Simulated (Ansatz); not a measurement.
# In4Se4 sheet: levels of theory, part 2 of 2

Aim: for In4Se4 sheet, compare levels of theory; the runs are relaxing the atoms and single point.

Ansatz 0.2.0; DFT PBE+D3(BJ), scalar-relativistic, plane waves, PAW, and further levels as typed in the inputs. The steps go on from the part before.

## 5. Single point: HSE06, mesh 6×6×1

It takes the final geometry of step 2.

The input, input.yaml:

```yaml
crystal:
  lattice:
    - [4.04, 0.0, 0.0]
    - [-2.02, 3.4641016151, 0.0]
    - [0.0, 0.0, 51.2000000031]
  atoms:
    - { symbol: Se, position: [0.3351609293, 0.6703218587, 0.1754384647] }
    - { symbol: In, position: [0.000564278, 0.0011285561, 0.2007967782] }
    - { symbol: In, position: [0.000592168, 0.0011843361, 0.2553526692] }
    - { symbol: Se, position: [0.3352586196, 0.6705172392, 0.2806479957] }
    - { symbol: Se, position: [-0.0006757185, -0.001351437, 0.3385172265] }
    - { symbol: In, position: [0.6647192792, 0.3294385583, 0.3637796334] }
    - { symbol: In, position: [0.6648969629, 0.3297939258, 0.4183353283] }
    - { symbol: Se, position: [-0.0005165186, -0.0010330371, 0.4436944037] }
  periodic: [true, true, false]
scf:
  occupations: { method: gaussian, width: 0.01 }
  n_extra_bands: 6
output:
  eigenvalues: true
  eigenstates: { kpoints: [[0.0, 0.0, 0.0]], top_band: c3, e_range: [-3, 4] }
  write_density: true
  write_potential: true
  elf: true
  volumetric_format: npy
kpoints:
  mp_grid: { grid: [6, 6, 1] }
hamiltonian:
  xc: hse06
```

Command:

```sh
$ ansatz run input.yaml --threads 4 --pin off --max-ram 12288MiB --backend cpu --events-out ev --progress --plain --runs-dir out
```

The program printed:

```text
Warning: RAYON_NUM_THREADS=4 ignored (pool sized by the plan → 4); use --threads N
scf.n_extra_bands = 6 over 58 filled bands (N_el = 116.0): the run solves 64 bands
Engine: ansatz 0.2.0, x86_64-unknown-linux-gnu
Pseudopotentials: kind: paw
Pseudopotential: Se, paw, valence charge 16, recommended cutoff 420 eV (normal), Se.paw.azcp
Pseudopotential: In, paw, valence charge 13, recommended cutoff 420 eV (normal), In.paw.azcp
Functional definition: HSE06
  parameter a = 0.25
  parameter omega = 0.11/bohr
  exchange = pbe_x - a*pbe_x_sr(omega) + a*exact_x_sr(omega)
  correlation = pbe_c
Crystal: 8 atoms, lattice volume = 716.542 Å³
Basis set: ecut = 420 eV, 14103 PW (Γ)
Bands: 64, of which v1, the nominal top of the filled ones, is band 58 counted from 1 (57 counted from 0)
Symmetry: 2 space group operations
Space group: Cm (ITA 8), of the structure as read, at distance tolerance 8.9e-5 Å
k-points: 13 of 36 (time reversal used)
Non-local potential: Se, projectors of the file, l = 0: 2, l = 1: 2, l = 2: 3, l = 3: 1
Non-local potential: In, projectors of the file, l = 0: 2, l = 1: 2, l = 2: 2, l = 3: 2
PAW form: soft (Blöchl's): semilocal exchange-correlation on the pseudo side does not see the compensation charge
PAW frozen core: Se, regenerated for the run's functional, and the local potential with it (the file was generated under x = pbe(κ = 0.804, μ = 0.2195149727645171), c = pbe(β = 0.06672455060314922))
PAW frozen core: In, regenerated for the run's functional, and the local potential with it (the file was generated under x = pbe(κ = 0.804, μ = 0.2195149727645171), c = pbe(β = 0.06672455060314922))
PAW one-centre angular grid: Se, 590 points (default); XC on 64 Gauss nodes
PAW one-centre angular grid: In, 590 points (default); XC on 64 Gauss nodes
Initial density: superposition of atomic densities (neutral atoms: chi_scale 0, normalization atom), corrected by the library's trained network
Initial wavefunctions: pseudopotential atomic-orbital guess
Functional: x = pbe(κ = 0.804, μ = 0.2195149727645171), c = pbe(β = 0.06672455060314922), warm-up for x = pbe(κ = 0.804, μ = 0.2195149727645171) + 0.25 (exact − pbe) at short range (hse, ω = 0.20786987370883472 Å⁻¹), c = pbe(β = 0.06672455060314922); HSE06 as pw.x's `hse` composes it (authors' and Libxc's form: `xc: wpbeh`)
SCF iter   1: F=—  HF=-44271.797711 eV  |F-HF|=—  |Δ(HF+E_count)|=         —  Δρ=1.32e-3  dr2=8.32e-2  ethr=1.77e-3  ⟨swp⟩=8.1  Hψ=3413  notcnv=0
preconditioner: auto → none  [insulator: Δε(μ)=1.140 eV  Ē_g=12.732 eV  σ=0.010 eV  W_gap=1.00  n_scr=122 (ndim 8)  ℏωp=12.1 eV  f_vac=0.667  D(μ)=0.00/eV (n_scr^D=0)]
SCF iter   2: F=—  HF=-44271.889653 eV  |F-HF|=—  |Δ(HF+E_count)|=   9.19e-2  Δρ=2.71e-3  dr2=9.39e-1  ethr=7.17e-5  ⟨swp⟩=7.2  Hψ=2630  notcnv=0  defer=36
SCF iter   3: F=—  HF=-44271.795356 eV  |F-HF|=—  |Δ(HF+E_count)|=   9.43e-2  Δρ=5.98e-4  dr2=2.84e-2  ethr=7.17e-5  ⟨swp⟩=6.4  Hψ=2302  notcnv=0  defer=58
iter 4 solved again at ethr=7.18e-7 eV; its pass at ethr=2.45e-5 eV (dr2=8.33e-4 eV) is discarded
SCF iter   4: F=—  HF=-44271.792418 eV  |F-HF|=—  |Δ(HF+E_count)|=   2.94e-3  Δρ=2.48e-4  dr2=1.08e-3  ethr=7.18e-7  ⟨swp⟩=6.0  Hψ=4309  notcnv=0  defer=18
eigensolver tolerance schedule calibrated: the retry pair's looser diagonalisation under-reported the residual by θ = 0.23 (0.15/decade); ethr = c·dr2/N_el runs at the constant in force after the calibration composes with the one it found (an armed cap, an earlier calibration), c = 4.6e-2
SCF iter   5: F=—  HF=-44271.792618 eV  |F-HF|=—  |Δ(HF+E_count)|=   2.00e-4  Δρ=1.52e-4  dr2=1.50e-3  ethr=4.27e-7  ⟨swp⟩=6.2  Hψ=2218  notcnv=0  defer=38
SCF iter   6: F=—  HF=-44271.792573 eV  |F-HF|=—  |Δ(HF+E_count)|=   4.51e-5  Δρ=1.05e-4  dr2=3.97e-4  ethr=4.27e-7  ⟨swp⟩=6.1  Hψ=2053  notcnv=0  defer=38
SCF iter   7: F=-44271.792578 eV  HF=-44271.792610 eV  |F-HF|=3.24e-5  |Δ(HF+E_count)|=   3.73e-5  Δρ=5.38e-5  dr2=7.58e-5  ethr=1.57e-7  ⟨swp⟩=4.0  Hψ=1700  notcnv=0  defer=12
SCF 1 stopped early in 7 iterations: F = -44271.792578 eV  dr2 = 7.58e-5
Initial density: handed on by an earlier stage of this run
Initial wavefunctions: those handed on with the density
Functional: x = pbe(κ = 0.804, μ = 0.2195149727645171) + 0.25 (exact − pbe) at short range (hse, ω = 0.20786987370883472 Å⁻¹), c = pbe(β = 0.06672455060314922); HSE06 as pw.x's `hse` composes it (authors' and Libxc's form: `xc: wpbeh`)
Exchange kernel: α = 0.2500, screened, ω = 0.2079 Å⁻¹, Wigner–Seitz truncation, v(0) = 1046.7903 eV·Å³, q-mesh 6×6×1, nearest image of the exchange supercell L = 24.06 Å, pair-density grid 20×20×225, without the augmentation charges, whose exchange is taken in its separable form by FFT convolution over the k-point mesh (sized by the pseudopotential files, 24×24×360 at the most), smooth part of the exact exchange by density-matrix convolution
Frozen-core exchange: fock
SCF iter   1: F=—  HF=-44293.850922 eV  |F-HF|=—  |Δ(HF+E_count)|=         —  Δρ=3.05e-3  dr2=8.02e-2  ethr=6.54e-7  ⟨swp⟩=11.8  Hψ=4634  notcnv=0
preconditioner: auto → none  [insulator: Δε(μ)=1.807 eV  Ē_g=14.614 eV  σ=0.010 eV  W_gap=1.00  n_scr=122 (ndim 8)  ℏωp=12.1 eV  f_vac=0.667  D(μ)=0.00/eV (n_scr^D=0)]
SCF iter   2: F=—  HF=-44293.832994 eV  |F-HF|=—  |Δ(HF+E_count)|=   1.79e-2  Δρ=1.70e-3  dr2=9.34e-2  ethr=6.54e-7  ⟨swp⟩=6.4  Hψ=3617  notcnv=0  defer=9
SCF iter   3: F=—  HF=-44293.820894 eV  |F-HF|=—  |Δ(HF+E_count)|=   1.21e-2  Δρ=8.46e-4  dr2=2.40e-2  ethr=6.54e-7  ⟨swp⟩=6.9  Hψ=3626  notcnv=0  defer=18
SCF iter   4: F=—  HF=-44293.818139 eV  |F-HF|=—  |Δ(HF+E_count)|=   2.76e-3  Δρ=4.00e-4  dr2=7.11e-3  ethr=6.54e-7  ⟨swp⟩=5.5  Hψ=2719  notcnv=0  defer=2
SCF iter   5: F=—  HF=-44293.849712 eV  |F-HF|=—  |Δ(HF+E_count)|=   3.16e-2  Δρ=6.03e-4  dr2=3.99e-3  ethr=6.54e-7  ⟨swp⟩=5.8  Hψ=3505  notcnv=0  defer=4
SCF iter   6: F=—  HF=-44293.849117 eV  |F-HF|=—  |Δ(HF+E_count)|=   5.95e-4  Δρ=1.41e-4  dr2=3.58e-4  ethr=6.54e-7  ⟨swp⟩=5.0  Hψ=2044  notcnv=0  defer=2
SCF iter   7: F=—  HF=-44293.849087 eV  |F-HF|=—  |Δ(HF+E_count)|=   2.93e-5  Δρ=2.36e-5  dr2=1.11e-4  ethr=9.52e-8  ⟨swp⟩=5.2  Hψ=2136  notcnv=0  defer=12
SCF iter   8: F=—  HF=-44293.849789 eV  |F-HF|=—  |Δ(HF+E_count)|=   7.02e-4  Δρ=6.64e-5  dr2=8.11e-5  ethr=7.66e-9  ⟨swp⟩=5.7  Hψ=3258  notcnv=0
SCF iter   9: F=-44293.849774 eV  HF=-44293.849776 eV  |F-HF|=1.87e-6  |Δ(HF+E_count)|=   1.30e-5  Δρ=1.41e-5  dr2=5.02e-6  ethr=7.66e-9  ⟨swp⟩=4.2  Hψ=2196  notcnv=0
SCF 2 stopped early in 9 iterations: F = -44293.849774 eV  dr2 = 5.02e-6
hybrid outer 1: dexx = +3.686e-2 eV, tail = 2.15e-4 eV
Exchange kernel: α = 0.2500, screened, ω = 0.2079 Å⁻¹, Wigner–Seitz truncation, v(0) = 1046.7903 eV·Å³, q-mesh 6×6×1, nearest image of the exchange supercell L = 24.06 Å, pair-density grid 20×20×225, without the augmentation charges, whose exchange is taken in its separable form by FFT convolution over the k-point mesh (sized by the pseudopotential files, 24×24×360 at the most), smooth part of the exact exchange by density-matrix convolution
Frozen-core exchange: fock
SCF iter   1: F=—  HF=-44293.849873 eV  |F-HF|=—  |Δ(HF+E_count)|=         —  Δρ=2.55e-5  dr2=6.83e-6  ethr=9.29e-7  ⟨swp⟩=5.8  Hψ=1754  notcnv=0
preconditioner: auto → none  [insulator: Δε(μ)=1.855 eV  Ē_g=14.603 eV  σ=0.010 eV  W_gap=1.00  n_scr=122 (ndim 8)  ℏωp=12.1 eV  f_vac=0.667  D(μ)=0.00/eV (n_scr^D=0)]
SCF iter   2: F=—  HF=-44293.849878 eV  |F-HF|=—  |Δ(HF+E_count)|=   5.39e-6  Δρ=1.60e-5  dr2=2.05e-6  ethr=5.65e-9  ⟨swp⟩=4.3  Hψ=2839  notcnv=0
SCF iter   3: F=—  HF=-44293.849878 eV  |F-HF|=—  |Δ(HF+E_count)|=   3.84e-7  Δρ=7.38e-6  dr2=8.46e-7  ethr=1.54e-9  ⟨swp⟩=4.0  Hψ=1761  notcnv=0
SCF iter   4: F=—  HF=-44293.849878 eV  |F-HF|=—  |Δ(HF+E_count)|=   1.63e-7  Δρ=4.53e-6  dr2=1.87e-6  ethr=4.98e-10  ⟨swp⟩=4.6  Hψ=2020  notcnv=0  recentre
SCF iter   5: F=—  HF=-44293.849878 eV  |F-HF|=—  |Δ(HF+E_count)|=   2.08e-7  Δρ=2.45e-6  dr2=3.56e-7  ethr=4.98e-10  ⟨swp⟩=3.8  Hψ=1759  notcnv=0
SCF iter   6: F=—  HF=-44293.849880 eV  |F-HF|=—  |Δ(HF+E_count)|=   1.77e-6  Δρ=3.99e-6  dr2=1.47e-7  ethr=8.13e-11  ⟨swp⟩=5.7  Hψ=3440  notcnv=0  defer=11
iter 7 solved again at ethr=5.71e-12 eV; its pass at ethr=8.13e-11 eV (dr2=6.62e-9 eV) is discarded
SCF iter   7: F=-44293.849880 eV  HF=-44293.849880 eV  |F-HF|=6.68e-9  |Δ(HF+E_count)|=   3.80e-8  Δρ=8.76e-7  dr2=1.32e-8  ethr=5.71e-12  ⟨swp⟩=3.7  Hψ=3516  notcnv=0
SCF 3 converged in 7 iterations: F = -44293.849880 eV  dr2 = 1.32e-8
hybrid outer 2: dexx = +2.230e-6 eV, tail = 1.14e-7 eV, Δε = 2.58e-3 eV (about 1.12e-4 eV left of the loop's levels)
NSCF: frozen V_eff on 1 k-points
WARN: The output density's exchange-correlation potential varies sharply where the density is thin. Do not read a vacuum level from v_tot or v_xc, or from such a field of the output density. On a cell that repeats whose density bears no net charge and no dipole along the vacuum's axis use v_es (v_loc + v_h of the components); under efield.dipole_correction with no amplitude use v_es + v_field, which holds any external_charges[].barrier, or the levels of the report's work_function block, which leave it out; under a non-zero efield.amplitude the vacuum is tilted and has no level; on a cell that repeats and bears such a dipole with no correction it is tilted too, and efield.dipole_correction with no amplitude gives each side of its ramp a level where efield: is served; in a cell that repeats whose density bears a net charge (total_charge, or a fill off its count) it is curved and has none; of a slab under crystal.periodic whose density bears no net charge use v_es, which has a level on each side, short of where the two are joined; of another it falls or rises all the way out and has none; of a slab beside external_charges read slab_vacuum_level instead, which it has where they leave it neutral. The grid or the basis barely resolves most such structure, and the values can differ between equally converged runs; as a rule a tighter scf.convergence.dr2_threshold does not remove it. Where the density itself ripples (under the LDA too) a higher basis.ecutwfc lessens it. The files hold the spikes' plane waves up to the density's cutoff. Files: v_tot_of_output_density and the like, and their columns of v_z.tsv (output.write_potential); v_xc_of_output_density and the like, and their columns of v_comp_z.tsv (output.write_potential_components). Measured: with its Gaussian average of σ = 0.25 Å subtracted twice, the exchange-correlation potential is over 0.1 eV at 2203 of the grid points where the equally averaged density (valence and model cores) is under 1e-3 e/Å³, and 1.84 eV at the most among them, at an averaged density of 2.0e-4 e/Å³. The input density's (outcome.potential() and, of a run that writes arrays, v_tot and v_xc) is over 0.1 eV, so measured, at 2206 points of its own thin density, 1.84 eV at the most. See output.write_potential in the manual, Limitations
hybrid SCF converged: 2 outer / 16 inner (+7 warm-up), last move |dexx| = 2.23e-6 eV, tail = 1.14e-7 eV
Stability not checked: this state was not tested for a lower state beside it, because the functional holds exact exchange (a hybrid, or Hartree-Fock), whose exchange loop this test does not read (fock_operator; see scf.lower_state_search)
Free energy (F): -44293.849880 eV
Frozen-core exchange: fock
Harris-Foulkes:  -44293.849880 eV  (|F-HF|=6.68e-9)
Internal energy: -44293.849880 eV  (E = F + TS)
E sigma→0 (E₀):  -44293.849880 eV
Fermi energy:    -5.262754 eV
--- Per-component energies (eV) ---
  E_band       = -3569.547857
  E_kinetic    = 1441.679167
  E_local      = -653411.143851  (includes V_loc(G=0)·N_el)
  E_nonlocal   = -915.432828
  E_hartree    = 325369.288918
  E_xc         = -1016.676716
  E_vxc        = -629.563401  (∫ρ·V_xc dr)
  E_exx        = -402.199628  (= α·E_x^exact, valence–valence)
  E_paw        = -24142.614401  (= ΣΔE_a)
  E_vpaw       = 10.717355  (= ΣTr[D̂ρ^β])
  E_aug_tail   = -0.002314  (compensation charges beyond the density's cutoff)
  E_ewald      = 308785.490777
  E_core_change = -2.239005  (= ΣΔE_core)
  E_smearing   = -0.000000  (= −TS)
  E_closure    = 0.000000  (closes the sum)
  Σ components = -44293.849880   (vs F -44293.849880, Δ=1.46e-11)
--- Band table (eV; the first three rows and the last of 13) ---
  k-point 0: bands = ["-56.9496", "-56.9493", "-56.9486", "-56.9483", "-56.9268", "-56.9265", "-56.9242", "-56.9239", "-56.9155", "-56.9150", "-56.9063", "-56.9060", "-56.9014", "-56.9011", "-56.8806", "-56.8781", "-56.8760", "-56.8735", "-56.8682", "-56.8636", "-22.3062", "-22.3012", "-22.1301", "-22.1277", "-22.1252", "-22.1228", "-22.0469", "-22.0441", "-22.0420", "-22.0393", "-22.0280", "-22.0276", "-22.0226", "-22.0221", "-21.8416", "-21.8405", "-21.8364", "-21.8352", "-21.7890", "-21.7842", "-20.4580", "-20.2284", "-20.1826", "-20.0556", "-12.5259", "-12.2956", "-10.1412", "-9.5639", "-7.2323", "-7.1667", "-7.0663", "-7.0341", "-7.0096", "-6.9858", "-6.9755", "-6.9712", "-6.9176", "-6.1907", "-4.3348", "-3.6418", "-2.8585", "-2.7632", "-0.6283", "-0.5712"]
  k-point 1: bands = ["-56.9496", "-56.9493", "-56.9486", "-56.9482", "-56.9268", "-56.9264", "-56.9242", "-56.9239", "-56.9154", "-56.9149", "-56.9063", "-56.9060", "-56.9014", "-56.9010", "-56.8806", "-56.8781", "-56.8760", "-56.8735", "-56.8681", "-56.8636", "-22.3047", "-22.2999", "-22.1966", "-22.1902", "-22.1255", "-22.1205", "-22.1154", "-22.1098", "-22.0358", "-22.0307", "-22.0290", "-22.0243", "-22.0145", "-22.0090", "-21.8762", "-21.8709", "-21.8431", "-21.8378", "-21.7418", "-21.7368", "-20.1728", "-19.9590", "-19.9162", "-19.8017", "-12.3275", "-12.1713", "-10.1132", "-9.8925", "-8.5420", "-8.2653", "-8.1825", "-7.8564", "-7.5956", "-7.3957", "-7.3511", "-7.2500", "-6.7208", "-6.2081", "-3.2741", "-3.0104", "-2.2664", "-2.1680", "-1.2036", "-1.1784"]
  k-point 2: bands = ["-56.9496", "-56.9492", "-56.9486", "-56.9481", "-56.9268", "-56.9264", "-56.9242", "-56.9240", "-56.9154", "-56.9149", "-56.9063", "-56.9059", "-56.9013", "-56.9009", "-56.8806", "-56.8781", "-56.8760", "-56.8735", "-56.8681", "-56.8636", "-22.3546", "-22.3487", "-22.2521", "-22.2464", "-22.2339", "-22.2281", "-22.1232", "-22.1182", "-22.0500", "-22.0449", "-21.9928", "-21.9883", "-21.9805", "-21.9748", "-21.9004", "-21.8951", "-21.8477", "-21.8424", "-21.6926", "-21.6875", "-19.5446", "-19.3751", "-19.3383", "-19.2638", "-12.2690", "-12.1846", "-11.1009", "-10.9391", "-9.7610", "-9.2963", "-8.7143", "-8.1807", "-8.0937", "-7.9590", "-7.8877", "-7.7522", "-6.9839", "-6.8205", "-3.5453", "-3.3080", "-3.1462", "-2.9236", "-1.2656", "-1.1864"]
  k-point 12: bands = ["-56.9495", "-56.9492", "-56.9485", "-56.9482", "-56.9267", "-56.9265", "-56.9242", "-56.9239", "-56.9154", "-56.9149", "-56.9062", "-56.9059", "-56.9013", "-56.9010", "-56.8806", "-56.8781", "-56.8760", "-56.8735", "-56.8681", "-56.8636", "-22.3854", "-22.3801", "-22.2733", "-22.2679", "-22.2516", "-22.2466", "-22.1343", "-22.1293", "-22.0414", "-22.0363", "-21.9887", "-21.9844", "-21.9778", "-21.9720", "-21.8961", "-21.8908", "-21.8581", "-21.8528", "-21.6765", "-21.6714", "-19.1868", "-19.0732", "-19.0315", "-18.9972", "-12.4448", "-12.3780", "-11.5377", "-11.4596", "-9.5235", "-9.3480", "-8.9439", "-8.9170", "-8.7444", "-8.6520", "-8.3004", "-7.9088", "-7.4052", "-7.2215", "-3.2168", "-3.1447", "-2.8479", "-2.6360", "-1.5547", "-1.3167"]
  the weakly bound empty levels are not read free of the cell's end (exact_exchange)
```

It took 9.4 min on 4 threads of Intel Xeon 6975P-C (Granite Rapids), shared host; peak memory 11 GiB.

Axes a, b and c in the maps are those of this run's conventional cell (a, b, c = 6.928, 4.040, 51.200 Å).

Density in a lattice plane of the grid's cell (edges 6.93 and 51.20 Å, at 0.000 of the third edge), which holds Se and In.

Ten even steps from '0' (0.00 e/Å³) to '9' (18.53 e/Å³):
```
000000
000000
000000
600000
500000
000000
201000
000000
900000
000000
000000
000000
000000
000000
000000
000000
000000
000000
000000
000000
```
Columns run along the first of these edges and rows up along the second, over one cell in 6 and 20 even steps from the bottom left corner. Atoms in the plane (fractional): Se at (0.66, 0.82), In at (1.00, 0.80), In at (1.00, 0.74), Se at (0.66, 0.72), Se at (0.00, 0.66), In at (0.34, 0.64), In at (0.34, 0.58), Se at (0.00, 0.56).

ELF in the same plane.

Ten even steps from ' ' (0.00) to '@' (0.88):
```
            
            
      **@@++
  ::  --**::
  ::  ..==::
      **@@==
****::..  ##
  --::==    
==%%..    %%
            
            
            
            
            
            
            
            
            
            
            
```
Columns run along the first of these edges and rows up along the second, over one cell in 6 and 20 even steps from the bottom left corner. Atoms in the plane (fractional): Se at (0.66, 0.82), In at (1.00, 0.80), In at (1.00, 0.74), Se at (0.66, 0.72), Se at (0.00, 0.66), In at (0.34, 0.64), In at (0.34, 0.58), Se at (0.00, 0.56).

Both are smooth fields of the valence electrons: close to the nuclei they are not physical.

Outside the cores ELF peaks at 0.88 beside Se, off the lines to its neighbours, 0.9 Å from Se; 0.81 on the Se–In line, 0.9 Å from Se; 0.64 between the atoms, 1.5 Å from In.

## 6. Results

The summary covers parts 1 to 2.

| step | level | k mesh | energy (eV) | gap on the mesh (eV) | time |
| --- | --- | --- | --- | --- | --- |
| 2 | PBE+D3(BJ) | 10×10×1 | -44273.886 | 1.08 | 68 s |
| 3 | LDA | 10×10×1 | -43365.269 | 0.90 | 24 s |
| 4 | PBE | 10×10×1 | -44271.801 | 1.08 | 24 s |
| 5 | HSE06 | 6×6×1 | -44293.850 | 1.86 | 9.4 min |

Totals of different systems or levels have different zeros; only balanced differences at one level mean anything.

What this shows: The rows set the runs side by side; convergence of the settings was not tested in this session.
